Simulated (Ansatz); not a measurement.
Vibrational response of BaTiO₃

All numbers below come from DFT PBE, scalar-relativistic, plane waves, PAW (Ansatz). Cutoff 420 eV, 8×8×8 k-points (Γ-centred), fixed occupations. No spin polarisation. Phonons by linear response, acoustic sum rule imposed.

The cell, relaxed at this level:
```
Ba Ti O
1.0
     3.97169    0.00000    0.00000
     0.00000    2.89101    2.91649
     0.00000   -2.89101    2.91649
Ba Ti O
1 1 3
Direct
  0.00000 0.01163 0.01163
  0.50000 0.52786 0.52786
  0.00000 0.48718 0.48718
  0.50000 0.49323 0.97632
  0.50000 0.97632 0.49323
```

Spin–orbit coupling is left out, which matters for heavy elements.

**Question.** Give the high-frequency dielectric tensor ε∞.

**Answer.**
```
5.98 0.00 0.00
0.00 5.64 0.00
0.00 0.00 5.08
```

**Question.** Give the Born effective charges.

**Answer.**
```json
{"atom": "Ba (atom 1)", "Z*xx": "2.71", "Z*yy": "2.87", "Z*zz": "2.80", "mean": "2.79"}
{"atom": "Ti (atom 2)", "Z*xx": "6.66", "Z*yy": "5.98", "Z*zz": "4.82", "mean": "5.82"}
{"atom": "O (atom 3)", "Z*xx": "-5.42", "Z*yy": "-1.88", "Z*zz": "-1.94", "mean": "-3.08"}
{"atom": "O (atom 4)", "Z*xx": "-1.97", "Z*yy": "-3.49", "Z*zz": "-2.84", "mean": "-2.76"}
```

Cost: 1 run of about 16 core-minutes, on Arm Neoverse V1 (shared hosts).